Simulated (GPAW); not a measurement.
Crystal: Fe.

```
CELL_PARAMETERS angstrom
0.00000 1.94174 1.96511
1.49844 0.00000 1.96511
1.49844 1.94174 0.00000
ATOMIC_POSITIONS crystal
Fe 0.00000 0.00000 0.00000
```

Base run:

| Property | Result |
| --- | --- |
| Program | GPAW 26.7.0 |
| Functional | PBEsol |
| Potentials or basis | PAW data sets generated in the run's folder for this functional |
| Cutoff | 600 eV |
| Basis | pw |
| k mesh | 11 × 11 × 11 |
| Occupations | fermi-dirac, width 0.05 eV |
| Spin | collinear spin, ferromagnetic start |
| Starting moments | [3.0] μB |
| Hubbard terms | Fe d U = 4 eV |

Its results: pressure 21.7 GPa; net moment 2.95 μB per cell; site moments Fe +3.10 μB.

Question: The run is repeated on the same cell with these changes: hubbard terms from Fe d U = 4 eV to Fe d U = 8 eV. What comes out?

Answer: Pressure 42.7 GPa; net moment 3.22 μB per cell; site moments Fe +3.44 μB.

Caveats: the U is typed as a test and isn't derived for this compound; a pressure of tens of GPa on the cell as given is suspect, and the run, the potentials or the cell itself is likely at fault (some runs).
